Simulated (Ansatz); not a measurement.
MgO built on the rocksalt prototype, relaxed with r2SCAN in Ansatz 0.2.0: the symmetry is Fm-3m (No. 225, cubic); conventional cell a = 4.204 Å, 9.29 Å³ an atom. Mg is surrounded by 6 O at 2.10 Å; O is surrounded by 6 Mg at 2.10 Å. The primitive cell holds 2 atoms in 18.58 Å³. (Simulation; spin polarisation is off.)

Computed values: HSE06 (8×8×8) gives a least gap of 6.54 eV, direct. In PBE's bands the lowest conduction level rises by 0.233 eV from Γ to the point 0.1494 1/Å along Γ–X; the direct gap at Γ is 4.80 eV. r2SCAN's ε∞ is 3.00.

Question: What is the density?

Answer: The cell holds 1 Mg, 1 O: M = 1×24.305 + 1×15.999 = 40.30 u in V = 18.58 Å³. ρ = 1.66054 × M/V = 1.66054 × 40.30/18.58 = 3.602 g/cm³, for the static r2SCAN lattice.

Question: At what wavelength does absorption set in by HSE06, excitons left aside?

Answer: λ = 1239.84 eV nm/E: 190 nm for the least gap. That lies in the ultraviolet, so by this gap the crystal is transparent to visible light.

Question: Estimate the electron mass at Γ from the rise of PBE's conduction level.

Answer: A parabola gives m*/mₑ = (ħ²/2mₑ) k²/ΔE = 3.810 × 0.1494²/0.233 = 0.365. The band flattens away from Γ; with E(1 + E/E_g) = ħ²k²/2m* the mass at the edge is 0.365/(1 + 0.233/4.80) = 0.348 (1/E_g is only a rough value for the bending). It is PBE's mass, and a gap that is too small makes it too light.

Question: What refractive index and reflectivity at normal incidence follow, below the gap and above the phonons?

Answer: n = √3.00 = 1.732; R = ((n − 1)/(n + 1))² = (0.732/2.732)² = 7.2 % a face.

The meshes of the hybrids are coarse, so their gaps aren't converged to the digits shown.
